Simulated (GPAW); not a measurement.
The system is PbS.

```
Pb S
1.0
     4.08970    0.00000    0.00000
    -2.04485    3.54178    0.00000
     0.00000    0.00000    3.78817
Pb S
1 1
Direct
  0.00000 0.00000 0.00000
  0.66667 0.33333 0.50000
```

Measurements of this composition are mostly on another form, of space group No. 225.

Base run:

```yaml
Program: GPAW 26.7.0
Functional: PBE
Potentials_or_basis: GPAW PAW data sets (gpaw-data 1.2.1)
Cutoff: 600 eV
Basis: pw
k_mesh: 6 × 6 × 6
Occupations: fermi-dirac, width 0.05 eV
Spin: no spin polarisation
```

Its results: pressure -0.4 GPa.

Problem. After a change of settings the same cell gave: pressure -4.7 GPa. Which change was it?
A. cutoff from 600 eV to 450 eV
B. functional from PBE to PBEsol; potentials or basis from GPAW PAW data sets (gpaw-data 1.2.1) to PAW data sets generated in the run's folder for this functional
C. functional from PBE to r2SCAN
D. functional from PBE to LDA; potentials or basis from GPAW PAW data sets (gpaw-data 1.2.1) to the program's PAW data sets (release 1.2.1) made for this functional

Solution. D.
